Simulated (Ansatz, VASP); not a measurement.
# Cross-check of AgBr (Bromargyrite) between VASP and Ansatz, part 2 of 2

Aim: how closely do two programs agree when they are given the same cell, functional and k mesh?

VASP 6.6.1 and Ansatz 0.2.0.

So far: The starting structure; VASP: G0W0 gap, PBE.

In doubt: one-shot GW on d or f shells is unsure, so the values of those runs are not to be relied on.

## Step 3: Ansatz: G0W0 gap, PBE

Level of this step: Ansatz beside VASP: Kohn-Sham DFT, plane waves, PBE, G0W0 (Ansatz).

Ansatz runs on its default PAW (the set named soft_2) files.

The same cell, functional and mesh now go to Ansatz, which takes its cutoff from its data sets.

File input.yaml:

```yaml
crystal:
  lattice:
    - [0.0, 2.88725, 2.88725]
    - [2.88725, 0.0, 2.88725]
    - [2.88725, 2.88725, 0.0]
  atoms:
    - { symbol: Ag, position: [0.0, 0.0, 0.0] }
    - { symbol: Br, position: [0.5, 0.5, 0.5] }
hamiltonian:
  xc: pbe
  pseudopotentials: { kind: paw }
kpoints:
  mp_grid: { grid: [4, 4, 4] }
scf:
  occupations: { method: fixed }
gw:
  n_empty_bands: 135
  ecut_chi: 120.0
  qp_bands: [v2, c2]
  qp_kpoints: band_edges
  screening: { model: contour_deformation }
```

On the command line:

```
$ ansatz run input.yaml --threads 4 --pin off --max-ram 9216MiB --backend cpu --events-out ev --progress --plain --runs-dir out
```

Numbers of over 12 decimals in the logs are rounded to 6 here.

The program printed:

```text
Engine: ansatz 0.2.0, x86_64-unknown-linux-gnu
Pseudopotentials: kind: paw
Pseudopotential: Ag, paw, valence charge 19, recommended cutoff 420 eV (normal), Ag.paw.azcp
Pseudopotential: Br, paw, valence charge 7, recommended cutoff 420 eV (normal), Br.paw.azcp
Functional definition: PBE
  parameter kappa = 0.804
  parameter beta = 0.066725
  exchange = pbe_x(kappa = kappa, mu = beta*pi^2/3)
  correlation = pbe_c(beta = beta)
Crystal: 2 atoms, lattice volume = 48.137 Å³
Basis set: ecut = 420 eV, 941 PW (Γ)
Bands: 17, of which v1, the nominal top of the filled ones, is band 13 counted from 1 (12 counted from 0)
Symmetry: 48 space group operations
Space group: Fm-3m (ITA 225), of the structure as read, at distance tolerance 3.6e-5 Å
k-points: 8 of 64
Non-local potential: Ag, projectors of the file, l = 0: 3, l = 1: 2, l = 2: 2, l = 3: 1
Non-local potential: Br, projectors of the file, l = 0: 2, l = 1: 2, l = 2: 2
PAW form: soft (Blöchl's): semilocal exchange-correlation on the pseudo side does not see the compensation charge
PAW one-centre angular grid: Ag, 590 points (default); XC on 64 Gauss nodes
PAW one-centre angular grid: Br, 110 points (default); XC on 64 Gauss nodes
Initial density: superposition of atomic densities (neutral atoms: chi_scale 0, normalization atom), corrected by the library's trained network
Initial wavefunctions: pseudopotential atomic-orbital guess
Functional: x = pbe(κ = 0.804, μ = 0.219515), c = pbe(β = 0.066725)
SCF iter   1: F=—  HF=-10374.334017 eV  |F-HF|=—  |Δ(HF+E_count)|=         —  Δρ=5.68e-4  dr2=1.93e-4  ethr=1.77e-3  ⟨swp⟩=5.0  Hψ=558  notcnv=0  defer=12
preconditioner: auto → none  [insulator: Δε(μ)=0.674 eV  Ē_g=10.522 eV  n_scr=14 (ndim 8)  ℏωp=22.7 eV  f_vac=0.025  ε∞_Penn≈5.7]
SCF iter   2: F=—  HF=-10374.335701 eV  |F-HF|=—  |Δ(HF+E_count)|=   1.68e-3  Δρ=2.12e-4  dr2=9.07e-6  ethr=7.44e-7  ⟨swp⟩=3.0  Hψ=382  notcnv=0  defer=14
SCF iter   3: F=—  HF=-10374.335722 eV  |F-HF|=—  |Δ(HF+E_count)|=   2.03e-5  Δρ=9.39e-5  dr2=2.41e-6  ethr=3.49e-8  ⟨swp⟩=2.5  Hψ=229  notcnv=0  defer=12
SCF iter   4: F=—  HF=-10374.335729 eV  |F-HF|=—  |Δ(HF+E_count)|=   7.59e-6  Δρ=4.83e-5  dr2=9.74e-7  ethr=9.25e-9  ⟨swp⟩=2.0  Hψ=203  notcnv=0  defer=12
iter 5 did not close the SCF: its close was put off for the readings that it lacked (scf_convergence_deferred on its scf_iter line)
SCF iter   5: F=-10374.335730 eV  HF=-10374.335730 eV  |F-HF|=3.84e-9  |Δ(HF+E_count)|=   4.81e-7  Δρ=6.77e-6  dr2=1.12e-8  ethr=3.75e-9  ⟨swp⟩=2.2  Hψ=208  notcnv=0  defer=14
SCF iter   6: F=-10374.335730 eV  HF=-10374.335730 eV  |F-HF|=6.73e-10  |Δ(HF+E_count)|=   9.54e-9  Δρ=1.86e-6  dr2=1.18e-9  ethr=4.31e-11  ⟨swp⟩=4.0  Hψ=550  notcnv=0
SCF 1 converged in 6 iterations: F = -10374.335730 eV  dr2 = 1.18e-9
  greatest PAW one-centre occupation: 1.000 electrons in one spin orbital (limit 2), on the Ag atom at site 0 (counted from 0), in its partial waves of l = 0
NSCF: frozen V_eff on 8 k-points
G₀W₀ screening: q 1/8
G₀W₀ screening: q 2/8 (q-point 5)
G₀W₀ screening: q 3/8 (q-point 6)
G₀W₀ screening: q 4/8 (q-point 2)
G₀W₀ screening: q 5/8 (q-point 4)
G₀W₀ screening: q 6/8 (q-point 8)
G₀W₀ screening: q 7/8 (q-point 3)
G₀W₀ screening: q 8/8 (q-point 7)
G₀W₀ self-energy: k 1/6
G₀W₀ self-energy: k 2/6
G₀W₀ self-energy: k 3/6
G₀W₀ self-energy: k 4/6
G₀W₀ self-energy: k 5/6
G₀W₀ self-energy: k 6/6
NSCF: frozen V_eff on 1 k-points
SCF converged after 6 iterations
Free energy (F): -10374.335730 eV
Harris-Foulkes:  -10374.335730 eV  (|F-HF|=6.73e-10)
Internal energy: -10374.335730 eV  (E = F + TS)
E sigma→0 (E₀):  -10374.335730 eV
Fermi energy:    7.921345 eV
--- Per-component energies (eV) ---
  E_band       = -367.297890
  E_kinetic    = 661.572475
  E_local      = -3351.591084  (includes V_loc(G=0)·N_el)
  E_nonlocal   = 153.951023
  E_hartree    = 1466.481339
  E_xc         = -447.422260
  E_vxc        = -335.878562  (∫ρ·V_xc dr)
  E_paw        = -6152.126275  (= ΣΔE_a)
  E_vpaw       = -428.316828  (= ΣTr[D̂ρ^β])
  E_aug_tail   = 0.000310  (compensation charges beyond the density's cutoff)
  E_ewald      = -2705.201259
  E_smearing   = -0.000000  (= −TS)
  E_closure    = -0.000000  (closes the sum)
  Σ components = -10374.335730   (vs F -10374.335730, Δ=0.00e0)
--- Band table (eV; the first three rows and the last of 8) ---
  k-point 0: bands = [... 9 lower, 5.1883, 6.0562, 6.0562, 6.0562, 8.5921, 17.8442, 17.8442, 17.8442]
  k-point 1: bands = [... 9 lower, 5.3306, 5.6605, 7.1783, 7.1783, 10.7774, 15.0742, 16.1562, 16.1562]
  k-point 2: bands = [... 9 lower, 5.4807, 5.8158, 7.9213, 7.9213, 11.7011, 14.4082, 14.7149, 14.7149]
  k-point 7: bands = [... 9 lower, 5.5881, 5.6838, 5.6838, 6.4335, 11.6779, 15.0557, 15.5924, 15.5924]
--- G₀W₀: contour deformation, 8 samples at zero and on the imaginary axis and 3 off it, 64 q-points, 135 empty bands' worth ---
  eigenvalues of the whole cell's RPA ε∞ on this k-mesh (on a slab, of 1 + 4πα/V) = 6.6711, 6.6711, 6.6711; static W/v taken at q = 0 is 0.149900
  bands read: the sum over 148 bands ends inside a degenerate multiplet in 2 slots, whose members it reads at an even weight; the widest, k=0: bands 147 to 149 (counted from 1) at 2/3 each
  gw.qp_kpoints: band_edges: 6 of 8 stored k-points solved, in 1 pass; an edge of the gap read off the rows below is read off those points alone
    valence top: of the k-points left out ik 7 came nearest to being solved in a further pass, in band 13 (counted from 1, as in the quasiparticle table): it holds the edge there only if its correction is more favourable than any solved in that band by at least 1.488 eV; those differ by 0.179 eV
    conduction bottom: of the k-points left out ik 3 came nearest to being solved in a further pass, in band 14 (counted from 1, as in the quasiparticle table): it holds the edge there only if its correction is more favourable than any solved in that band by at least 2.437 eV; those differ by 0.306 eV
    ik  band        ε_KS         Σx   Σc(E_QP)       V_xc       Z   E_QP_lin       E_QP  E_QP is
     0    12      6.0562   -19.7646     2.7459   -16.1931  0.7474     5.2137     5.2306  root
     0    13      6.0562   -19.7646     2.7459   -16.1931  0.7474     5.2137     5.2306  root
     0    14      8.5921    -8.4094    -3.9080   -12.5648  0.8027     8.8401     8.8395  root
     0    15     17.8442    -7.9232    -4.5757   -12.8134  0.7731    18.1613    18.1587  root
     1    12      7.1783   -26.3746     3.4866   -22.0825  0.7537     6.3593     6.3729  root
     1    13      7.1783   -26.3746     3.4866   -22.0825  0.7537     6.3593     6.3729  root
     1    14     10.7774    -9.4128    -3.9777   -13.6804  0.7917    11.0684    11.0672  root
     1    15     15.0742    -6.9131    -4.7336   -11.9063  0.7752    15.3350    15.3338  root
     2    12      7.9213   -28.3001     3.5274   -24.0134  0.7605     7.1515     7.1620  root
     2    13      7.9213   -28.3001     3.5274   -24.0134  0.7605     7.1515     7.1620  root
     2    14     11.7011    -5.8122    -3.9642    -9.8847  0.8064    11.8095    11.8093  root
     2    15     14.4082   -10.1340    -5.5977   -16.2303  0.7146    14.9129    14.9069  root
     4    12      6.6730   -29.2331     4.2018   -24.1726  0.7432     5.7964     5.8143  root
     4    13      6.8642   -27.5001     3.8376   -22.8196  0.7480     6.0049     6.0214  root
     4    14     11.3260    -8.4928    -4.3775   -13.2237  0.7872    11.6814    11.6794  root
     4    15     14.1641    -7.5153    -4.3160   -12.0604  0.7830    14.3940    14.3932  root
     5    12      6.0825   -29.4779     4.4574   -24.1089  0.7362     5.1489     5.1709  root
     5    13      7.8256   -28.2166     3.5523   -23.8959  0.7597     7.0461     7.0572  root
     5    14     12.8482   -10.2442    -4.5365   -15.1952  0.7669    13.2664    13.2626  root
     5    15     13.1257    -6.5179    -4.4591   -11.2188  0.7843    13.3685    13.3675  root
     6    12      5.5805   -35.3171     5.7729   -28.5453  0.7200     4.5524     4.5815  root
     6    13      5.6715   -35.4743     5.8325   -28.7035  0.7127     4.7045     4.7331  root
     6    14      9.5497    -7.7797    -4.2034   -12.2819  0.7989     9.8496     9.8485  root
     6    15     15.0053    -8.6714    -3.8882   -12.7469  0.7938    15.1931    15.1926  root
```

Wall time 4.3 s (4 threads of Intel Xeon Platinum 8488C (Sapphire Rapids), shared host); peak memory 0.48 GiB; 15 s of CPU time.

In the SCF lines HF is the Harris–Foulkes energy and dr2 the Hartree energy of the density residual, in eV; the loop may stop once dr2 is under the threshold and the program's other checks hold. Hψ counts applications of the Hamiltonian.

## Step 4: Differences

Known differences besides the potentials themselves: the two programs' PAW sets differ in cores and partial waves; the data sets hold 26 valence electrons in Ansatz (default PAW (the set named soft_2) files) and 18 in VASP; the cutoff is 420 eV in Ansatz and 300 eV in VASP; VASP leaves aspherical gradient terms in its spheres out (LASPH is not set), Ansatz keeps them; Ansatz integrates over frequency by contour deformation, VASP on a grid of NOMEGA points. Total energies have different zeros and are not compared.

Both answers:

```tsv
quantity	Ansatz	VASP	difference
G0W0 gap on the mesh (eV)	1.69	1.87	-0.18
PBE gap under it (eV)	0.67	0.65	+0.03
```

VASP's log warns that its frequency grid doesn't suit quasiparticle energies on this mesh.

## Step 5: Other set-ups

Further runs change the set-up of one program: Ansatz's method, potentials or start, or VASP's data sets, cutoff or form of LDA. The table gives Ansatz less VASP for each quantity, since a change that brings one quantity closer may part another.

```tsv
run	G0W0 gap on the mesh (eV)	PBE gap under it (eV)
as above	-0.18	0.026
Ansatz's larger PAW set (cutoff 800 eV)	-0.17	0.029
norm-conserving potentials (cutoff 960 eV)	-0.19	0.027
```

## Step 6: Results

* difference in G0W0 gap on the mesh (G0W0 gap, PBE): -0.18 eV

In words: The difference in G0W0 gap on the mesh is -0.18 eV (G0W0 gap, PBE), beyond the 0.15 eV picked in this series as the mark of a large difference. For G0W0 gap, PBE, no further run moves any of the tabulated differences by more than a quarter of its size. Such differences can come from data sets, numerical settings and the points named under the comparisons, not from the functional's error against experiment.

[Lines on the potential files, build, host, timing and source positions are cut from VASP's logs without a mark.]

[Logs are printed without paths, hosts, clocks, repeated set-up lines and the standing remarks that a program may print on its own settings, such as how far it seeks lower states.]

[Hosts, paths, dates, database ids (printed as entryN), source tags and the programs' standing remarks are cut or masked in the printed files.]
